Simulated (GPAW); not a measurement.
# In (I4/mmm) in GPAW: phonons with PBE+D4

Aim: the phonons of In with PBE+D4.

Everything below comes from runs of GPAW 26.7.0. Logs are shortened: lines on timing, memory, paths and dates and some standing lists are left out, and cuts for length are marked. The log counts tension as positive stress, the text compression.

### Step 1. The structure

Symmetry: I4/mmm, No. 139, tetragonal system. The conventional cell has a = 3.251 Å, b = 3.251 Å, c = 4.947 Å, α = 90.00°, β = 90.00°, γ = 90.00°. In (site symmetry 4/mmm) is surrounded by 12 In at 3.25 to 3.38 Å.

### Step 2. Phonons, PBE+D4

Input file run.py:

```python
import json
import numpy as np
from ase import Atoms
from ase.calculators.mixing import SumCalculator
from ase.io import write
from dftd4.ase import DFTD4
from phonopy import Phonopy
from phonopy.structure.atoms import PhonopyAtoms
from gpaw import GPAW

atoms = Atoms(['In'],
              cell=[[-1.62547, 1.62547, 2.4737],
                    [1.62547, -1.62547, 2.4737],
                    [1.62547, 1.62547, -2.4737]],
              scaled_positions=[[0.0, 0.0, 0.0]],
              pbc=True)

calc = GPAW(mode='lcao',
            h=0.16,
            basis='dzp',
            xc='PBE',
            kpts={'size': (8, 8, 8), 'gamma': True},
            occupations={'name': 'methfessel-paxton', 'width': 0.025},
            convergence={'density': 1e-06},
            mixer={'backend': 'msr1', 'nmaxold': 20},
            maxiter=80,
            txt='gpaw.txt')
atoms.calc = SumCalculator([calc, DFTD4(method='pbe')])
energy = atoms.get_potential_energy()
forces = atoms.get_forces()
calc.write('gs.gpw')
write('result.traj', atoms)
print('Cell:', atoms.cell.cellpar().round(4))
print(atoms.get_scaled_positions().round(5))

def force_constants(scale):
    unit = PhonopyAtoms(symbols=atoms.get_chemical_symbols(), cell=atoms.cell[:] * scale**(1 / 3),
                        scaled_positions=atoms.get_scaled_positions())
    ph = Phonopy(unit, supercell_matrix=np.diag([2, 2, 2]), primitive_matrix=np.eye(3), symprec=1e-4)
    ph.generate_displacements(distance=0.03)
    forces = []
    for i, sc in enumerate(ph.supercells_with_displacements):
        a = Atoms(sc.symbols, cell=sc.cell, scaled_positions=sc.scaled_positions, pbc=True)
        c = GPAW(mode='lcao',
                 h=0.16,
                 basis='dzp',
                 xc='PBE',
                 kpts={'size': (4, 4, 4), 'gamma': True},
                 occupations={'name': 'methfessel-paxton', 'width': 0.025},
                 convergence={'density': 1e-06},
                 mixer={'backend': 'msr1', 'nmaxold': 20},
                 maxiter=80,
                 txt=f'disp-{scale:.3f}-{i:02d}.txt')
        a.calc = SumCalculator([c, DFTD4(method='pbe')])
        f = a.get_forces()
        forces.append(f - f.mean(axis=0))
        print(f'displacement {i}: drift', f.mean(axis=0).round(5), flush=True)
    ph.forces = forces
    ph.produce_force_constants()
    ph.symmetrize_force_constants()
    return ph

qpoints = [[0.0, 0.0, 0.0], [0.0, 0.0, 0.5], [0.0, 0.5, 0.0], [0.0, 0.5, 0.5], [0.5, 0.0, 0.0], [0.5, 0.0, 0.5], [0.5, 0.5, 0.0], [0.5, 0.5, 0.5]]
results = {}
for scale in [1.0]:
    ph = force_constants(scale)
    ph.run_qpoints(qpoints)
    nu = ph.qpoints.frequencies * 33.35641  # THz to cm^-1
    results[f'{scale:.3f}'] = nu.tolist()
    for qp, f in zip(qpoints, nu):
        print(scale, np.round(qp, 4), f.round(2))

path = atoms.cell.bandpath('GXYSGZS1NPY1Z,XP', npoints=60, eps=1e-4)
ph.run_qpoints(path.kpts)
results['path'] = (ph.qpoints.frequencies * 33.35641).tolist()
results['path_q'] = path.kpts.tolist()
x, ticks, names = path.get_linear_kpoint_axis()
results['axis'] = [x.tolist(), list(ticks), names]
ph.run_mesh([15, 15, 15], is_gamma_center=True)
ph.run_thermal_properties(temperatures=[0, 100, 200, 300, 500, 800], cutoff_frequency=0.05)
tp = ph.thermal_properties
results['thermal'] = [list(v) for v in (tp.temperatures, tp.free_energy, tp.entropy, tp.heat_capacity)]
for t, fv, s, cv in zip(*results['thermal']):
    print(f'{t:6.0f} K  F {fv:9.4f} kJ/mol  S {s:9.4f} J/K/mol  Cv {cv:9.4f} J/K/mol')
json.dump(results, open('phonons.json', 'w'))
```

Potentials or basis: GPAW PAW data sets (gpaw-data 1.2.1), lcao:dzp.

The run is started by

```
$ OMP_NUM_THREADS=1 python run.py
```

gpaw.txt:

```text
__  _  _
 | _ |_)|_||  |
 |__||  | ||/\| - 26.7.0

Input parameters:
  mode=LCAO(),
  basis={'default': 'dzp'},
  convergence={'density': 1e-06},
  h=0.16,
  kpts=MonkhorstPack(size=(8, 8, 8), gamma=True),
  maxiter=80,
  mixer=MSR1(name='msr1', nmaxold=20, beta=0.05, reg=0.005, gb_scale=1.0, max_A=0.75, trust_scale=1.0, soft_lim=4.0, hard_lim=6.0, weight=20.0, sigma=0.015, g_ss=None),
  occupations=Occupations(name='methfessel-paxton', width=0.025),
  xc=XC(name='PBE')

       In

Atoms  # Å, Bohr magnetons
|   | symbol |        x |        y |        z |    initial magnetic moments |
|---|--------|----------|----------|----------|-----------------------------|
| 0 |     In | 0.000000 | 0.000000 | 0.000000 | ( 0.0000,  0.0000,  0.0000) |

Unit cell  # Å
| periodic |         x |         y |         z |  lengths |     angles |
|----------|-----------|-----------|-----------|----------|------------|
|      yes | -1.625470 |  1.625470 |  2.473700 | 3.376906 | 122.452932 |
|      yes |  1.625470 | -1.625470 |  2.473700 | 3.376906 | 122.452932 |
|      yes |  1.625470 |  1.625470 | -2.473700 | 3.376906 |  85.801437 |

Number of symmetries: 16
Symmetry operations  # r_c * U_cc + t_c -> r_c
|    | kind |            matrix            |
|----|------|------------------------------|
|  0 |  σ   |  1, 1, 1,  0, 0,-1,  0,-1, 0 |
|  1 |  C4  |  1, 1, 1,  0, 0,-1, -1, 0, 0 |
|  2 |  E   |  1, 0, 0,  0, 1, 0,  0, 0, 1 |
|  3 |  σ   |  1, 0, 0,  0, 1, 0, -1,-1,-1 |
|  4 |  σ   |  0, 1, 0,  1, 0, 0,  0, 0, 1 |
|  5 |  C2  |  0, 1, 0,  1, 0, 0, -1,-1,-1 |
|  6 |  C2  |  0, 0, 1, -1,-1,-1,  1, 0, 0 |
|  7 |  S4  |  0, 0, 1, -1,-1,-1,  0, 1, 0 |
|  8 |  C4  |  0, 0,-1,  1, 1, 1,  0,-1, 0 |
|  9 |  σ   |  0, 0,-1,  1, 1, 1, -1, 0, 0 |
| 10 |  σ   |  0,-1, 0, -1, 0, 0,  1, 1, 1 |
| 11 |  C2  |  0,-1, 0, -1, 0, 0,  0, 0,-1 |
| 12 |  C2  | -1, 0, 0,  0,-1, 0,  1, 1, 1 |
| 13 |  i   | -1, 0, 0,  0,-1, 0,  0, 0,-1 |
| 14 |  S4  | -1,-1,-1,  0, 0, 1,  1, 0, 0 |
| 15 |  C2  | -1,-1,-1,  0, 0, 1,  0, 1, 0 |

BZ-sampling:
  Number of BZ points: 512
  Number of IBZ points: 59

  Monkhorst-Pack size: [8, 8, 8]
  Monkhorst-Pack shift: [0.0625, 0.0625, 0.0625]

K-points  # in reciprocal-cell coordinates
|     |                                coordinates |     weight |
|-----|--------------------------------------------|------------|
|   0 | (  0.00000000,   0.00000000,   0.00000000) | 0.00195312 |
|   1 | (  0.12500000,  -0.12500000,   0.00000000) | 0.00781250 |
|   2 | (  0.12500000,  -0.12500000,   0.12500000) | 0.00781250 |
|   3 | (  0.12500000,   0.00000000,   0.00000000) | 0.01562500 |
|   4 | (  0.12500000,   0.12500000,  -0.12500000) | 0.00390625 |
|   5 | (  0.25000000,  -0.25000000,   0.00000000) | 0.00781250 |
|   6 | (  0.25000000,  -0.25000000,   0.12500000) | 0.01562500 |
|   7 | (  0.25000000,  -0.25000000,   0.25000000) | 0.00781250 |
|   8 | (  0.25000000,  -0.12500000,   0.00000000) | 0.03125000 |
|   9 | (  0.25000000,  -0.12500000,   0.12500000) | 0.01562500 |
| ... |                                            |            |
|  58 | (  0.50000000,   0.50000000,   0.50000000) | 0.00195312 |

basis functions: 23
Spin-components: 1 (collinear spins)
Bands:           9
Projectors:      6
Spin-degeneracy: 2
Datatype:        <class 'complex'>

Parallelization:
  kpt:    1
  domain: 1
  band:   1

Density:
  Valence electrons: 13.0
  Components: 1
  Grid points: [16 16 16]
  Charge: 0.0  # |e|

Potential:
[... 126 lines left out ...]
|  58 | (  0.50000000,   0.50000000,   0.50000000) | 0.00195312 |

basis functions: 23
Spin-components: 1 (collinear spins)
Bands:           9
Projectors:      6
Spin-degeneracy: 2
Datatype:        <class 'complex'>

Parallelization:
  kpt:    1
  domain: 1
  band:   1

Density:
  Valence electrons: 13.0
  Components: 1
  Grid points: [16 16 16]
  Charge: 0.0  # |e|

Potential:
  Grid points: [16 16 16]

species:
  In:
    name:    Indium
    Z:       49.0
    valence: 13
    core:    36
    charge:  0.0  # [|e|]
    compensation charges:
      type: gauss
      rc: 0.36  # [Å]
      lmax: 2
    cutoffs:
      filter: 2.09  # [Å]
      core: 2.48  # [Å]
    projectors
    | kind |    occ | energy [eV] | rcut [Å] |
    |------|--------|-------------|----------|
    |   5s |  2.000 |      -8.203 |    1.185 |
    |   5p |  1.000 |      -2.521 |    1.244 |
    |   4d | 10.000 |     -18.629 |    1.148 |
    |    s |        |      19.008 |    1.185 |
    |    p |        |      24.691 |    1.244 |
    |    d |        |       8.583 |    1.148 |

    LCAO basis set for In:
      Name: dzp
      File: <dir>
      Number of radial functions: 7
      Number of spherical harmonics: 23
        l=0, rc=7.7188 Bohr: 5s-sz confined orbital
        l=1, rc=10.7500 Bohr: 5p-sz confined orbital
        l=2, rc=4.4219 Bohr: 4d-sz confined orbital
        l=0, rc=4.5312 Bohr: 5s-dz split-valence wave
        l=1, rc=6.4688 Bohr: 5p-dz split-valence wave
        l=2, rc=2.7344 Bohr: 4d-dz split-valence wave
        l=2, rc=10.7500 Bohr: d-type Gaussian polarization
      Number of RI-basis functions 0

Reference energy: -159975.419660  # eV

eigensolver:
  <gpaw.new.lcao.eigensolver.LCAOEigensolver object>
density mixing:
  MSR1-Mixer
  Pratt-step length: 0.05
  Maximum mixing coefficient: 0.75
  Old densities: 20
  SVD Regularization: 0.005
  Good broyden scale: 1.0
  Trust region scale: 1.0
  Backstep threshold: 4.0
  History deletion threshold: 6.0
  Fourier metric: weight=20.0, sigma=0.015

occupation numbers:
  Methfessel-Paxton:
    width: 0.0250  # eV
    order: 0

FastPoissonSolver using
    Stencil: 12*3+1=37 point O(h^6) finite-difference Laplacian
    FFT axes: [np.int64(0), np.int64(1), np.int64(2)]
    FST axes: []

xc functional:
  name: PBE with 2 nearest neighbor stencil
interpolation: tri-quintic # 5. degree polynomial

convergence criteria:
- Maximum integral of absolute [dens]ity change: 1e-06 electrons / valence electron
- Maximum [total energy] change in last 3 cyles: 0.0005 eV / valence electron
- Maximum integral of absolute [eigenst]ate change: 4e-08 eV^2 / valence electron
maximum number of iterations: 80

SCF iterations
|iter     | |      energy | eigst |  dens |
|---------|-|-------------|-------|-------|
|iter:   1| |   -2.513672 |      c|       |
|iter:   2| |   -2.497089 |      c| -1.44 |
|iter:   3| |   -2.418402 |      c| -1.47 |
|iter:   4| |   -2.417369 |      c| -1.96 |
|iter:   5| |   -2.417316c|      c| -2.40 |
|iter:   6| |   -2.417316c|      c| -4.23 |
|iter:   7| |   -2.417316c|      c| -4.68 |
|iter:   8| |   -2.417316c|      c| -6.54c|

Converged in 8 steps
Energy contributions relative to reference atoms: (reference = -159975.419660)

Energy contributions:
  Kinetic:           4.650791
  Coulomb:          -3.583903
  Zero:              0.091905
  External:          0.000000
  Xc:               -3.576004
  Entropy:          -0.000210
  Spinorbit:         0.000000
  ----------------------------
  Free energy:      -2.417421
  Extrapolated:     -2.417316

dipole moment: (-5.502108, -5.502108, -8.373310)  # |e|*Ang

Fermi level: 7.083
Eigenvalues  # (at kpt = [0.000, 0.000, 0.000])
| band index |      eig [eV] | occ [0-2] |
|------------|---------------|-----------|
|          0 |        -7.715 |     2.000 |
|          1 |        -7.604 |     2.000 |
|          2 |        -7.604 |     2.000 |
|          3 |        -7.520 |     2.000 |
|          4 |        -7.423 |     2.000 |
|          5 |        -2.552 |     2.000 |
|          6 |        17.699 |     0.000 |
|          7 |        17.699 |     0.000 |
|          8 |        17.936 |     0.000 |

No gap
No difference between direct/indirect transitions

Forces  # eV/Ang
|       x |       y |        z |
|---------|---------|----------|
| 0.00000 | 0.00000 | -0.00000 |  # In   0

# Writing to gs.gpw (mode='')
```

Wall time 14 min (1 thread of Arm Neoverse V1, shared host); peak memory 0.67 GiB.

Results:

- Free energy: -2.7752 eV
- Band gap on the k mesh: none (metal or under the smearing width)
- Highest phonon frequency: 130 cm⁻¹
- Dispersion energy per atom: -0.358 eV

Phonon frequencies in cm⁻¹ (negative: imaginary):
```
              q point  frequencies
(0.000, 0.000, 0.000)        0 0 0
(0.000, 0.000, 0.500)    -16 51 76
(0.000, 0.500, 0.000)   -14 37 117
(0.000, 0.500, 0.500)   -14 37 117
(0.500, 0.000, 0.000)   -14 37 117
(0.500, 0.000, 0.500)   -14 37 117
(0.500, 0.500, 0.000)    -16 51 76
(0.500, 0.500, 0.500)    44 44 130
```

Caveat: some modes are imaginary; phonon bands are interpolated from a small supercell; the basis of atomic orbitals isn't converged, which shifts pressures, moduli and gaps.
